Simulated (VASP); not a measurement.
VASP 6.6.1, r²SCAN relaxation of cell and atoms, AlN (zincblende)

INCAR

```
IBRION = 2
NELM = 120
EDIFF = 1E-7
ISMEAR = -1
LCHARG = .FALSE.
NSW = 40
METAGGA = R2SCAN
LWAVE = .FALSE.
ENCUT = 600
SIGMA = 0.02
PREC = Accurate
LREAL = .FALSE.
EDIFFG = -5E-3
ALGO = Normal
NBANDS = 11
LASPH = .TRUE.
ISIF = 3
```

KPOINTS

```
KPOINTS created by Atomic Simulation Environment
0
Gamma
10 10 10
0 0 0
```

POSCAR

```
Al N
 1.0000000000000000
    -0.0000000000000000    2.2015394247564495    2.2015394247564495
     2.2015394247564495   -0.0000000000000000    2.2015394247564495
     2.2015394247564495    2.2015394247564495   -0.0000000000000000
 Al  N
   1   1
Cartesian
  0.0000000000000000  0.0000000000000000  0.0000000000000000
  1.1007697123782247  1.1007697123782247  1.1007697123782247
```

VASP ran with the recommended PBE PAW datasets (8 valence electrons in the cell).

OSZICAR

```
N       E                     dE             d eps       ncg     rms          rms(c)
DAV:   1     0.113458630847E+02    0.11346E+02   -0.41773E+03  1034   0.694E+02
DAV:   2    -0.220951462658E+02   -0.33441E+02   -0.30995E+02  1264   0.161E+02
DAV:   3    -0.234756767800E+02   -0.13805E+01   -0.13772E+01  1288   0.308E+01
DAV:   4    -0.234843933384E+02   -0.87166E-02   -0.87157E-02  1178   0.260E+00
DAV:   5    -0.234845106359E+02   -0.11730E-03   -0.11730E-03  1256   0.300E-01    0.874E+00
DAV:   6    -0.190343512364E+02    0.44502E+01   -0.87880E+00  1234   0.151E+01    0.352E+00
DAV:   7    -0.191520632351E+02   -0.11771E+00   -0.40539E-01  1199   0.451E+00    0.234E+00
DAV:   8    -0.191739127558E+02   -0.21850E-01   -0.48302E-02  1079   0.209E+00    0.688E-01
DAV:   9    -0.191718616612E+02    0.20511E-02   -0.75038E-03  1258   0.576E-01    0.165E-01
DAV:  10    -0.191719790294E+02   -0.11737E-03   -0.60232E-04  1148   0.171E-01    0.421E-02
DAV:  11    -0.191719654839E+02    0.13545E-04   -0.31102E-05  1262   0.375E-02    0.267E-02
DAV:  12    -0.191719647869E+02    0.69706E-06   -0.14098E-05  1109   0.273E-02    0.423E-03
DAV:  13    -0.191719658458E+02   -0.10589E-05   -0.26975E-07  1282   0.431E-03    0.210E-03
...
DAV:   2    -0.191799542533E+02    0.11375E-01   -0.57492E-02  1141   0.140E+00    0.244E-01
DAV:   3    -0.191799918972E+02   -0.37644E-04   -0.23291E-03  1145   0.373E-01    0.627E-02
DAV:   4    -0.191799501120E+02    0.41785E-04   -0.62558E-05  1187   0.582E-02    0.256E-02
DAV:   5    -0.191799425005E+02    0.76116E-05   -0.95256E-06  1166   0.223E-02    0.132E-02
DAV:   6    -0.191799411402E+02    0.13603E-05   -0.29417E-07  1235   0.437E-03    0.727E-03
DAV:   7    -0.191799396614E+02    0.14787E-05   -0.13766E-07   682   0.191E-03    0.625E-04
DAV:   8    -0.191799397444E+02   -0.82902E-07   -0.12613E-08   616   0.103E-03
   3 F= -.19179940E+02 E0= -.19179940E+02  d E =-.797383E-02
       N       E                     dE             d eps       ncg     rms          rms(c)
DAV:   1    -0.191799463040E+02   -0.66426E-05   -0.11913E-04  1127   0.782E-02    0.153E-02
DAV:   2    -0.191799392332E+02    0.70708E-05   -0.23217E-05  1144   0.282E-02    0.505E-03
DAV:   3    -0.191799388744E+02    0.35885E-06   -0.97444E-07  1136   0.761E-03    0.141E-03
DAV:   4    -0.191799388251E+02    0.49219E-07   -0.26770E-08   544   0.123E-03
   4 F= -.19179939E+02 E0= -.19179939E+02  d E =-.797291E-02
```

From OUTCAR

```
k-points           NKPTS =     47   k-points in BZ     NKDIM =     47   number of bands    NBANDS=     11

   NELECT =       8.0000    total number of electrons

   dimension x,y,z NGX =    28 NGY =   28 NGZ =   28
   dimension x,y,z NGXF=    56 NGYF=   56 NGZF=   56

  energy-cutoff  :      600.00
  volume of cell :       20.82
      direct lattice vectors                 reciprocal lattice vectors
     0.000000000  2.183639944  2.183639944    -0.228975478  0.228975478  0.228975478
     2.183639944  0.000000000  2.183639944     0.228975478 -0.228975478  0.228975478
     2.183639944  2.183639944 -0.000000000     0.228975478  0.228975478 -0.228975478

 k-points in reciprocal lattice and weights: KPOINTS created by Atomic Simulation Env
   0.00000000  0.00000000  0.00000000       0.001
   0.10000000  0.00000000  0.00000000       0.008
   0.20000000  0.00000000  0.00000000       0.008
   0.30000000  0.00000000  0.00000000       0.008
   0.40000000  0.00000000  0.00000000       0.008
   0.50000000  0.00000000  0.00000000       0.004
   0.10000000  0.10000000  0.00000000       0.006
   0.20000000  0.10000000  0.00000000       0.024
   ...

 E-fermi :   6.2034

 k-point     1 :       0.0000    0.0000    0.0000
  band No.  band energies     occupation
      1     -10.0473      2.00000
      2       5.6977      2.00000
      3       5.6977      2.00000
      4       5.6977      2.00000
      5      10.5943      0.00000
      6      19.2242      0.00000
      7      19.2242      0.00000
      8      19.2242      0.00000
      9      24.2358      0.00000
     10      24.2358      0.00000
     11      25.9484      0.00000

 k-point     2 :       0.1000    0.0000    0.0000
  band No.  band energies     occupation
      1      -9.9005      2.00000
      2       4.8972      2.00000
      3       5.6458      2.00000
      4       5.6458      2.00000
      5      11.2531      0.00000
      6      18.8451      0.00000
      7      19.3648      0.00000
      8      19.3648      0.00000
      9      23.0081      0.00000
     10      23.0081      0.00000
     11      25.1458      0.00000

 k-point     3 :       0.2000    0.0000    0.0000
  band No.  band energies     occupation
      1      -9.4843      2.00000
      2       3.2731      2.00000
      3       5.5159      2.00000
      4       5.5159      2.00000
      5      12.4193      0.00000
      6      18.0536      0.00000
      7      19.2555      0.00000
      8      19.2555      0.00000
      9      22.5154      0.00000
     10      22.5154      0.00000
     11      24.2711      0.00000

 k-point     4 :       0.3000    0.0000    0.0000
  band No.  band energies     occupation
      1      -8.8855      2.00000
      2       1.6000      2.00000
      3       5.3665      2.00000
      4       5.3665      2.00000
      5      13.3150      0.00000
      6      17.2902      0.00000
      7      18.5167      0.00000
      8      18.5167      0.00000
      9      23.6943      0.00000
     10      23.6943      0.00000
     11      24.1282      0.00000

 k-point     5 :       0.4000    0.0000    0.0000
  band No.  band energies     occupation
      1      -8.2961      2.00000
      2       0.3064      2.00000
      3       5.2534      2.00000
      4       5.2534      2.00000
      5      13.7779      0.00000
      6      16.7367      0.00000
      7      17.8771      0.00000
      8      17.8771      0.00000
      9      24.6444      0.00000
     10      25.6739      0.00000
     11      25.6739      0.00000

 k-point     6 :       0.5000    0.0000    0.0000
  band No.  band energies     occupation
      1      -8.0329      2.00000
      2      -0.2001      2.00000
      3       5.2119      2.00000
      4       5.2119      2.00000
      5      13.9138      0.00000
      6      16.5250      0.00000
      7      17.6457      0.00000
      8      17.6457      0.00000
      9      25.0286      0.00000
     10      27.1408      0.00000
     11      27.1408      0.00000

 k-point     7 :       0.1000    0.1000    0.0000
  band No.  band energies     occupation
      1      -9.8517      2.00000
      2       4.9208      2.00000
      3       5.4892      2.00000
      4       5.4892      2.00000
      5      11.4498      0.00000
      6      18.6051      0.00000
      7      19.5271      0.00000
      8      19.5271      0.00000
      9      21.2219      0.00000
     10      24.5542      0.00000
     11      26.5812      0.00000

 k-point     8 :       0.2000    0.1000    0.0000
  band No.  band energies     occupation
      1      -9.5255      2.00000
      2       3.7170      2.00000
      3       5.2816      2.00000
      4       5.3878      2.00000
      5      12.3585      0.00000
      6      18.0235      0.00000
      7      18.9982      0.00000
      8      19.7093      0.00000
      9      20.7214      0.00000
     10      24.1992      0.00000
     11      25.9133      0.00000

 k-point     9 :       0.3000    0.1000    0.0000
  band No.  band energies     occupation
      1      -8.9850      2.00000
      2       2.1518      2.00000
      3       5.1070      2.00000
      4       5.2106      2.00000
      5      13.2448      0.00000
      6      17.1406      0.00000
      7      18.2872      0.00000
      8      19.2915      0.00000
      9      21.8101      0.00000
     10      24.8196      0.00000
     11      25.4246      0.00000

 k-point    10 :       0.4000    0.1000    0.0000
  band No.  band energies     occupation
      1      -8.3803      2.00000
      2       0.7786      2.00000
      3       4.9672      2.00000
      4       5.0253      2.00000
      5      13.8356      0.00000
      6      16.1181      0.00000
      7      18.3614      0.00000
      8      18.5895      0.00000
      9      23.2373      0.00000
     10      25.8065      0.00000
     11      26.4285      0.00000

 k-point    11 :       0.5000    0.1000    0.0000
  band No.  band energies     occupation
      1      -7.9867      2.00000
      2       0.0138      2.00000
      3       4.7533      2.00000
      4       5.0597      2.00000
      5      14.2661      0.00000
      6      15.4367      0.00000
      7      18.1012      0.00000
      8      18.5077      0.00000
      9      24.7858      0.00000
     10      26.5300      0.00000
     11      27.2025      0.00000

 k-point    12 :      -0.4000    0.1000    0.0000
  band No.  band energies     occupation
      1      -8.0751      2.00000
      2       0.1790      2.00000
      3       4.6443      2.00000
      4       5.1974      2.00000
      5      14.3443      0.00000
      6      15.5105      0.00000
      7      18.0162      0.00000
      8      18.5355      0.00000
      9      25.2607      0.00000
     10      25.3160      0.00000
     11      26.9924      0.00000

 k-point    13 :      -0.3000    0.1000    0.0000
  band No.  band energies     occupation
      1      -8.5769      2.00000
      2       1.1903      2.00000
      3       4.6841      2.00000
      4       5.3940      2.00000
      5      13.9012      0.00000
      6      16.4248      0.00000
      7      18.3918      0.00000
      8      18.4521      0.00000
      9      23.0612      0.00000
     10      24.8481      0.00000
     11      26.2281      0.00000

 k-point    14 :      -0.2000    0.1000    0.0000
  band No.  band energies     occupation
      1      -9.1840      2.00000
      2       2.6448      2.00000
      3       4.8871      2.00000
      4       5.5805      2.00000
      5      13.1087      0.00000
      6      17.6308      0.00000
      7      18.5141      0.00000
      8      19.1621      0.00000
      9      21.4477      0.00000
     10      23.9062      0.00000
     11      25.9109      0.00000

 k-point    15 :      -0.1000    0.1000    0.0000
  band No.  band energies     occupation
      1      -9.6637      2.00000
      2       4.0634      2.00000
      3       5.2530      2.00000
      4       5.6807      2.00000
      5      12.0443      0.00000
      6      18.4246      0.00000
      7      19.1656      0.00000
      8      19.5531      0.00000
      9      21.3726      0.00000
     10      23.0993      0.00000
     11      26.5468      0.00000

 k-point    16 :       0.2000    0.2000    0.0000
  band No.  band energies     occupation
      1      -9.2993      2.00000
      2       3.4940      2.00000
      3       4.9876      2.00000
      4       4.9876      2.00000
      5      12.5425      0.00000
      6      17.4449      0.00000
      7      18.4219      0.00000
      8      20.3091      0.00000
      9      20.3091      0.00000
     10      25.5064      0.00000
     11      28.4114      0.00000

 ...

  Total        0.0026053      0.0026053      0.0026053      0.0000000      0.0000000     -0.0000000
  in kB        0.2004445      0.2004445      0.2004445      0.0000000      0.0000000     -0.0000000
  external PRESSURE =       0.2004445 kB  Pullay stress =       0.0000000 kB

 POSITION                                       TOTAL-FORCE (eV/Angst)
 -----------------------------------------------------------------------------------
      2.18364      0.00000      2.18364         0.000000      0.000000      0.000000
      1.09182      1.09182      1.09182        -0.000000     -0.000000     -0.000000
 -----------------------------------------------------------------------------------
    total drift:                                0.000002      0.000002      0.000002

  FREE ENERGIE OF THE ION-ELECTRON SYSTEM (eV)
  ---------------------------------------------------
  free  energy   TOTEN  =       -19.1799388251 eV

  energy  without entropy=      -19.1799388251  energy(sigma->0) =      -19.17993883
```

CONTCAR

```
Al N
   1.00000000000000
     0.0000000000000000    2.1836399435719289    2.1836399435719289
     2.1836399435719285    0.0000000000000000    2.1836399435719289
     2.1836399435719285    2.1836399435719289   -0.0000000000000000
  Al              N
     1     1
Direct
     0.0000000000000000    1.0000000000000000    0.0000000000000000
     0.2500000000000000    0.2500000000000000    0.2500000000000000

  0.00000000E+00  0.00000000E+00  0.00000000E+00
  0.00000000E+00  0.00000000E+00  0.00000000E+00
```

```yaml
relaxed_cell_vector_lengths: 3.088, 3.088, 3.088 Å
relaxed_cell_volume: 20.82 Å³
```
